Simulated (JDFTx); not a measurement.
A run of JDFTx 1.7.0 (patched build):

Contents of AgCl.in:

```
include AgCl.lattice
coords-type Lattice
include AgCl.ionpos

ion-species pseudo/Ag.upf
ion-species pseudo/Cl.upf
elec-cutoff 41 328
elec-ex-corr gga-PBE
van-der-waals
kpoint-folding 8 8 8
elec-smearing Fermi 0.0018374661
elec-n-bands 19
electronic-SCF nIterations 100 energyDiffThreshold 1e-09
electronic-minimize nIterations 30 energyDiffThreshold 1e-7
forces-output-coords Cartesian
lattice-minimize nIterations 40 energyDiffThreshold 1e-6

dump-name run.$VAR
dump End Ecomponents EigStats BandEigs Kpoints Forces Stress
```

AgCl.lattice

```
lattice \
    0.0000000000     5.1684009509     5.1684009509 \
    5.1684009509     0.0000000000     5.1684009509 \
    5.1684009509     5.1684009509     0.0000000000
```

Contents of AgCl.ionpos:

```
ion Ag     0.0000000000     0.0000000000     0.0000000000 1
ion Cl     0.5000000000     0.5000000000     0.5000000000 1
```

Potentials or basis: PseudoDojo-SR-PBE-0.5-standard.

Command:

```bash
$ jdftx -c 1 -i AgCl.in -o AgCl.out
```

Hardware: 1 thread of Arm Neoverse V2 (shared host).

Question: How long does it take, and how much memory?

Answer: Wall time 2.3 min on 1 thread of Arm Neoverse V2, with other jobs on the host, peak memory 0.14 GiB. Counts: scf iterations 18, bands 19, k points 29, plane waves 3462, ion steps 3.
